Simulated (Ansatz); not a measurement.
BaTiO3: one atom moved along a line

All numbers below come from DFT PBE, scalar-relativistic, plane waves, PAW in Ansatz. Settings: plane waves to 420 eV, k-mesh 8×8×8 (Γ-centred), Gaussian smearing 0.05 eV. Spin–orbit coupling is left out, which matters for the heavy elements here. No spin polarisation. Energies are free energies at this smearing, counted from the undisturbed cell; pressure is positive in compression.

The undisturbed cell (relaxed at this level; it needn't be the usual structure):

```
Ba Ti O
1.0
     4.01923    0.00000    0.00000
     0.00000    4.01923    0.00000
     0.00000    0.00000    4.01928
Ba Ti O
1 1 3
Direct
  0.00000 0.00000 0.00000
  0.50000 0.50000 0.50000
  0.50000 0.50000 0.00000
  0.50000 0.00000 0.50000
  0.00000 0.50000 0.50000
```

Atom 2 (Ti) is moved by x along the Cartesian unit vector (0.577, 0.577, 0.577); the cell and all other atoms stay fixed.

```tsv
x (Å)	ΔE (meV/cell)	force along x on the moved atoms (eV/Å)	pressure (GPa)	gap on the mesh (eV)
-0.4500	492.9	3.96	10.4	3.51
-0.1500	-3.6	0.10	1.2	2.11
0.0000	0.0	0.00	0.0	1.78
0.0750	-3.2	0.06	0.3	1.87
0.2250	20.7	-0.61	2.6	2.45
0.3000	?	?	4.7	2.84
0.3750	?	-2.61	7.3	?
```

By symmetry 0.4500 repeats -0.4500, -0.3000 repeats 0.3000, 0.1500 repeats -0.1500 in energy; the slope of the energy along the path changes sign there.

(1) Give the withheld values.

Answers

(1) ΔE (meV/cell) at x (Å) = 0.3000: 96.3; force along x on the moved atoms (eV/Å) at x (Å) = 0.3000: -1.46; ΔE (meV/cell) at x (Å) = 0.3750: 247.4; gap on the mesh (eV) at x (Å) = 0.3750: 3.20.

Many cubic perovskites lower their energy by tilts or polar distortions; a scan of this one displacement doesn't rule them out.

Cost: 7 runs of about 3 core-minutes in all, on AMD EPYC 7R43 (Zen 3) (shared hosts).